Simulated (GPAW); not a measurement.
CdS (Greenockite):

```
Cd S
1.0
     4.15000    0.00000    0.00000
    -2.07500    3.59401    0.00000
     0.00000    0.00000    6.73700
Cd S
2 2
Direct
  0.66667 0.33333 0.50000
  0.33333 0.66667 0.00000
  0.66667 0.33333 0.87500
  0.33333 0.66667 0.37500
```

Base run:

| Quantity | Value |
| --- | --- |
| Program | GPAW 26.7.0 |
| Functional | AM05 |
| Potentials or basis | PAW data sets generated in the run's folder for this functional |
| Cutoff | 450 eV |
| Basis | pw |
| k mesh | 6 × 6 × 3 |
| Occupations | fermi-dirac, width 0.001 eV |
| Spin | no spin polarisation |

Its results: band gap on the k mesh 1.16 eV, direct; electronic dielectric tensor (diagonal) 5.71, 5.71, 5.82.

Question: The run is repeated on the same cell with these changes: functional from AM05 to PBEsol. What comes out?

Answer: Band gap on the k mesh 1.04 eV, direct; electronic dielectric tensor (diagonal) 5.98, 5.98, 6.09.

Caveats: the long-wavelength limit can be off by several per cent where d states take part.

A k mesh can miss the band edges.
